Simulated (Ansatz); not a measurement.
# BeTe (F-43m) in Ansatz: convergence with basis error

Aim: find how far basis error must go before the results for BeTe settle, at PBEsol. This setting moves, with any that are tied to it; all else stays.

Program: Ansatz 0.2.0. These are calculated values, not measurements. Logs are shortened: lines on timing, memory, paths and dates and some standing lists are left out, and cuts for length are marked.

## (1) The structure

It takes space group F-43m (No. 216, cubic). The conventional cell has a = 5.540 Å, b = 5.540 Å, c = 5.540 Å, α = 90.00°, β = 90.00°, γ = 90.00°. Te (site symmetry -43m) is surrounded by 4 Be at 2.40 Å. Around Be (site symmetry -43m) lie 4 Te at 2.40 Å.

## (2) With basis error 0.03 eV/atom

File input.yaml:

```yaml
crystal:
  lattice:
    - [0.0, 2.77, 2.77]
    - [2.77, 0.0, 2.77]
    - [2.77, 2.77, 0.0]
  atoms:
    - { symbol: Te, position: [0.75, 0.75, 0.75] }
    - { symbol: Be, position: [0.0, 0.0, 0.0] }
kpoints:
  mp_grid: { grid: [8, 8, 8] }
scf:
  occupations: { method: fermi_dirac, width: 0.05 }
hamiltonian:
  xc: pbesol
  pseudopotentials: { kind: all_electron, lapw: { basis_error: 0.03 } }
output:
  forces: true
  stress: true
  eigenvalues: true
```

Potentials or basis: all-electron LAPW, scalar-relativistic.

Command:

```bash
$ ansatz run input.yaml --threads 1 --pin off --max-ram 3072MiB --backend cpu --events-out ev --progress --plain --runs-dir out
```

Standard output:

```text
Warning: RAYON_NUM_THREADS=1 ignored (pool sized by the plan → 1); use --threads N
LAPW: plane waves up to 5.804 Å⁻¹, error target 3.0e-2 eV per atom; small_component_spin mean_spin; Be in spheres of 0.907 Å, 4 of its electrons in bands, Dirac shells []; Te in spheres of 1.491 Å, 24 of its electrons in bands, Dirac shells [] (how accurate: hamiltonian.pseudopotentials.lapw.basis_error, Limitations)
Engine: ansatz 0.2.0, x86_64-unknown-linux-gnu
Pseudopotentials: kind: all_electron
Pseudopotential: Te, LAPW, valence charge 24, lapw/all_electron/scalar/gaussian/Te, Koelling and Harmon's equation, gaussian nucleus
Pseudopotential: Be, LAPW, valence charge 4, lapw/all_electron/scalar/gaussian/Be, Koelling and Harmon's equation, gaussian nucleus
Functional definition: PBEsol
  exchange = pbesol_x
  correlation = pbesol_c
Crystal: 2 atoms, lattice volume = 42.508 Å³
Basis set: ecut = 128.32312076290353 eV, 137 PW (Γ), exchange–correlation at level 2
Bands: 18, of which v1, the nominal top of the filled ones, is band 14 counted from 1 (13 counted from 0)
Symmetry: 24 space group operations
Space group: F-43m (ITA 216), of the structure as read, at distance tolerance 3.5e-5 Å
k-points: 29 of 512 (time reversal used)
Non-local potential: Te, projectors of the file, none
Non-local potential: Be, projectors of the file, none
Initial density: superposition of atomic densities (chi_scale 0.1, normalization cell, long waves kept (reshape's long-wave potential 0.00 eV rms))
Initial wavefunctions: plane waves of lowest kinetic energy (no species holds an atomic orbital)
Functional: x = pbesol(κ = 0.804, μ = 0.12345679012345678), c = pbesol(β = 0.046)
iter 1 solved again at ethr=1.75e-3 eV; its pass at ethr=1.00e-1 eV (dr2=4.89e-1 eV) is discarded
SCF iter   1: F=—  HF=-185206.285590 eV  |F-HF|=—  |Δ(HF+E_count)|=         —  Δρ=2.80e-2  dr2=4.90e-1  ethr=1.75e-3  ⟨swp⟩=2.0  Hψ=3756  notcnv=0
preconditioner: auto → none  [insulator: Δε(μ)=1.838 eV  Ē_g=10.512 eV  σ=0.050 eV  W_gap=1.00  n_scr=14 (ndim 8)  ℏωp=16.1 eV  f_vac=0.003  D(μ)=0.00/eV (n_scr^D=0)  ε∞_Penn≈3.3]
SCF iter   2: F=—  HF=-185206.124947 eV  |F-HF|=—  |Δ(HF+E_count)|=   1.61e-1  Δρ=9.90e-3  dr2=5.10e-2  ethr=1.75e-3  ⟨swp⟩=3.0  Hψ=1639  notcnv=0
iter 3 solved again at ethr=6.44e-6 eV; its pass at ethr=1.82e-4 eV (dr2=1.80e-3 eV) is discarded
SCF iter   3: F=—  HF=-185206.114049 eV  |F-HF|=—  |Δ(HF+E_count)|=   1.09e-2  Δρ=2.11e-3  dr2=1.79e-3  ethr=6.44e-6  ⟨swp⟩=2.0  Hψ=2603  notcnv=0
SCF iter   4: F=—  HF=-185206.113566 eV  |F-HF|=—  |Δ(HF+E_count)|=         —  Δρ=5.27e-4  dr2=1.47e-4  ethr=6.41e-6  ⟨swp⟩=2.8  Hψ=1490  notcnv=0
the basis was enlarged: its passes take 548.0 KiB over the memory plan, 1 of 1 planned eigensolver slots
SCF iter   5: F=—  HF=-185206.113576 eV  |F-HF|=—  |Δ(HF+E_count)|=   1.05e-5  Δρ=9.32e-5  dr2=3.54e-6  ethr=5.26e-7  ⟨swp⟩=2.0  Hψ=1450  notcnv=0
SCF iter   6: F=-185206.113579 eV  HF=-185206.113579 eV  |F-HF|=7.89e-9  |Δ(HF+E_count)|=   2.45e-6  Δρ=8.09e-6  dr2=1.90e-8  ethr=1.26e-8  ⟨swp⟩=2.8  Hψ=1484  notcnv=0
SCF 1 converged in 6 iterations: F = -185206.113579 eV  dr2 = 1.90e-8
SCF converged after 6 iterations
Free energy (F): -185206.113579 eV
Harris-Foulkes:  -185206.113579 eV  (|F-HF|=7.89e-9)
Internal energy: -185206.113579 eV  (E = F + TS)
E sigma→0 (E₀):  -185206.113579 eV
Fermi energy:    10.564401 eV
--- Per-component energies (eV) ---
  E_band       = -1301.372304
  E_kinetic    = 195556.156650
  E_xc         = -4788.696853
  E_electrostatic = -375973.573376  (all electrons and nuclei)
  E_smearing   = -0.000000  (= −TS)
  E_closure    = 0.000000  (closes the sum)
  E_atoms      = -185197.955349  (free atoms, spherical and without spin; not in F)
  Σ components = -185206.113579   (vs F -185206.113579, Δ=0.00e0)
  Basis errors (estimates in eV, not in F): energy 1.7e-2 per atom: plane waves 1.6e-2 (9.7e-3 summed), levels above the bands 1.7e-64, relativity 1.0e-7, radial functions 6.3e-4, core shells 1.3e-9; eigenvalues (radial functions only) 8.7e-5; not estimated: angular momenta, meshes, grids; target (lapw.basis_error) 3.0e-2; muffin-tin radii Be 0.907 Å, Te 1.491 Å
--- Forces (eV/Å), atoms counted from 1 ---
  atom   1  Te     0.00000000    -0.00000000     0.00000000
  atom   2  Be    -0.00000000     0.00000000    -0.00000000
  max |Σ_I F_I| component: 6.94e-17 eV/Å
--- Stress (GPa, compression-positive) ---
        2.432206       0.000000      -0.000000
        0.000000       2.432206       0.000000
       -0.000000       0.000000       2.432206
  P = ⅓ Tr σ = 2.4322 GPa (24.322 kbar)
--- Band table (eV; the first three rows and the last of 29) ---
  k-point 0: bands = ["-149.0062", "-99.1132", "-99.1132", "-99.1132", "-89.8270", "-26.5838", "-26.5838", "-26.5838", "-26.5667", "-26.5667", "-2.9803", "9.6911", "9.6911", "9.6911", "13.2731", "13.2731", "13.2731", "13.7810"]
  k-point 1: bands = ["-149.0062", "-99.1132", "-99.1132", "-99.1132", "-89.8288", "-26.5840", "-26.5834", "-26.5834", "-26.5669", "-26.5669", "-2.8219", "8.2990", "9.4331", "9.4331", "13.2811", "13.6404", "13.6404", "15.0496"]
  k-point 2: bands = ["-149.0062", "-99.1133", "-99.1132", "-99.1132", "-89.8290", "-26.5832", "-26.5823", "-26.5823", "-26.5669", "-26.5669", "-2.3819", "6.1792", "8.9615", "8.9615", "13.0843", "14.1903", "14.1903", "16.9195"]
  k-point 28: bands = ["-149.0062", "-99.1133", "-99.1133", "-99.1132", "-89.8286", "-26.5815", "-26.5808", "-26.5759", "-26.5681", "-26.5655", "-0.9299", "4.8988", "5.6995", "6.2159", "14.9108", "15.1753", "15.3343", "16.0930"]
```

It took 6 s on 1 thread of Intel Xeon at 2.50GHz (Skylake/Cascade Lake), shared host; peak memory 0.23 GiB.

Results:

```yaml
Free_energy: -185206.1136 eV
Pressure: 2.4 GPa
Band_gap_on_the_k_mesh: 1.75 eV, indirect (least direct gap 3.58 eV)
```

## (3) With basis error 0.01 eV/atom

input.yaml: that of step 2 with these lines changed.

```diff
@@ -14,3 +14,3 @@
   xc: pbesol
-  pseudopotentials: { kind: all_electron, lapw: { basis_error: 0.03 } }
+  pseudopotentials: { kind: all_electron, lapw: { basis_error: 0.01 } }
 output:
```

Potentials or basis: all-electron LAPW, scalar-relativistic.

Command:

```bash
$ ansatz run input.yaml --threads 1 --pin off --max-ram 3072MiB --backend cpu --events-out ev --progress --plain --runs-dir out
```

Wall time 7.4 s (1 thread of Intel Xeon at 2.50GHz (Skylake/Cascade Lake), shared host); peak memory 0.24 GiB.

Results:

```yaml
Free_energy: -185206.1335 eV
Pressure: 2.3 GPa
Band_gap_on_the_k_mesh: 1.75 eV, indirect (least direct gap 3.58 eV)
```

## (4) With basis error 0.003 eV/atom

input.yaml: that of step 3 with these lines changed.

```diff
@@ -14,3 +14,3 @@
   xc: pbesol
-  pseudopotentials: { kind: all_electron, lapw: { basis_error: 0.01 } }
+  pseudopotentials: { kind: all_electron, lapw: { basis_error: 0.003 } }
 output:
```

Command:

```bash
$ ansatz run input.yaml --threads 1 --pin off --max-ram 3072MiB --backend cpu --events-out ev --progress --plain --runs-dir out
```

Run time: 9.8 s. Hardware: 1 thread of Intel Xeon at 2.50GHz (Skylake/Cascade Lake), shared host; peak memory 0.25 GiB.

What came out:

```
Free energy            : -185206.1402 eV
Pressure               : 2.3 GPa
Band gap on the k mesh : 1.75 eV, indirect (least direct gap 3.58 eV)
```

## (5) With basis error 0.001 eV/atom

input.yaml: that of step 4 with these lines changed.

```diff
@@ -14,3 +14,3 @@
   xc: pbesol
-  pseudopotentials: { kind: all_electron, lapw: { basis_error: 0.003 } }
+  pseudopotentials: { kind: all_electron, lapw: { basis_error: 0.001 } }
 output:
```

Command:

```bash
$ ansatz run input.yaml --threads 1 --pin off --max-ram 3072MiB --backend cpu --events-out ev --progress --plain --runs-dir out
```

Wall time 12 s (1 thread of Intel Xeon at 2.50GHz (Skylake/Cascade Lake), shared host); peak memory 0.27 GiB.

What came out:

```yaml
Free_energy: -185206.1421 eV
Pressure: 2.3 GPa
Band_gap_on_the_k_mesh: 1.75 eV, indirect (least direct gap 3.58 eV)
```

## (6) With basis error 0.0003 eV/atom

input.yaml: that of step 5 with these lines changed.

```diff
@@ -14,3 +14,3 @@
   xc: pbesol
-  pseudopotentials: { kind: all_electron, lapw: { basis_error: 0.001 } }
+  pseudopotentials: { kind: all_electron, lapw: { basis_error: 0.0003 } }
 output:
```

Potentials or basis: all-electron LAPW, scalar-relativistic.

Command:

```bash
$ ansatz run input.yaml --threads 1 --pin off --max-ram 3072MiB --backend cpu --events-out ev --progress --plain --runs-dir out
```

Run time: 16 s. Hardware: 1 thread of Intel Xeon at 2.50GHz (Skylake/Cascade Lake), shared host; peak memory 0.29 GiB.

It converged, with:

```yaml
Free_energy: -185206.1427 eV
Pressure: 2.2 GPa
Band_gap_on_the_k_mesh: 1.75 eV, indirect (least direct gap 3.58 eV)
```

## (7) With basis error 0.0001 eV/atom

input.yaml: that of step 6 with these lines changed.

```diff
@@ -14,3 +14,3 @@
   xc: pbesol
-  pseudopotentials: { kind: all_electron, lapw: { basis_error: 0.0003 } }
+  pseudopotentials: { kind: all_electron, lapw: { basis_error: 0.0001 } }
 output:
```

Command:

```bash
$ ansatz run input.yaml --threads 1 --pin off --max-ram 3072MiB --backend cpu --events-out ev --progress --plain --runs-dir out
```

Run time: 21 s. Hardware: 1 thread of Intel Xeon at 2.50GHz (Skylake/Cascade Lake), shared host; peak memory 0.32 GiB.

The run converged. Its results:

| Item | Value |
| --- | --- |
| Free energy | -185206.1428 eV |
| Pressure | 2.2 GPa |
| Band gap on the k mesh | 1.75 eV, indirect (least direct gap 3.58 eV) |

## (8) Result

| basis error | energy less the tightest run, at zero smearing (meV/atom) | pressure (GPa) | SCF cycles | CPU time (s) | peak memory (GiB) |
| --- | --- | --- | --- | --- | --- |
| 0.03 eV/atom | 14.62 | 2.43 | 6 | 6 | 0.23 |
| 0.01 eV/atom | 4.65 | 2.30 | 6 | 7.3 | 0.24 |
| 0.003 eV/atom | 1.29 | 2.26 | 6 | 9.7 | 0.25 |
| 0.001 eV/atom | 0.38 | 2.25 | 6 | 12 | 0.27 |
| 0.0003 eV/atom | 0.08 | 2.25 | 6 | 16 | 0.29 |
| 0.0001 eV/atom | 0.00 | 2.25 | 6 | 21 | 0.32 |

Against the tightest run, the energy stays within 1 meV/atom from 0.001 eV/atom on; the pressure stays within 0.1 GPa from 0.01 eV/atom on. The tightest run that finished is the yardstick and may itself not be fully converged.

Caveats: spin-orbit coupling is left out, which moves the levels of the heavy elements.
